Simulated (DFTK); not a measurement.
The system is InP.

```
CELL_PARAMETERS angstrom
0.00000 2.93050 2.93050
2.93050 0.00000 2.93050
2.93050 2.93050 0.00000
ATOMIC_POSITIONS crystal
In 0.00000 0.00000 0.00000
P 0.75000 0.75000 0.75000
```

Base run:

```yaml
Program: DFTK 0.8.2
Functional: r2SCAN
Potentials_or_basis: cp2k.nc.sr.pbe.v0_1.semicore.gth (PBE, GTH)
Cutoff: 2068 eV
k_mesh: 5 × 5 × 5
Occupations: fermi-dirac, width 0.05 eV
Spin: no spin polarisation
```

Its results: band gap on the k mesh 0.78 eV, direct.

The run is repeated on the same cell with these changes: functional from r2SCAN to PBE0; cutoff from 2068 eV to 1170 eV; k mesh from 5 × 5 × 5 to 2 × 2 × 2. What comes out?

Band gap on the k mesh 2.49 eV, direct.

Several settings changed at once, so the effect can't be laid on one alone.

Caveats: some runs use coarse meshes; spin-orbit coupling is left out, which moves the levels of the heavy elements; GTH potentials come without recommended cutoffs, and this one wasn't checked for convergence (some runs); the program warned that the kinetic-energy density falls under its von Weizsäcker bound, which can give unphysical results (some runs).
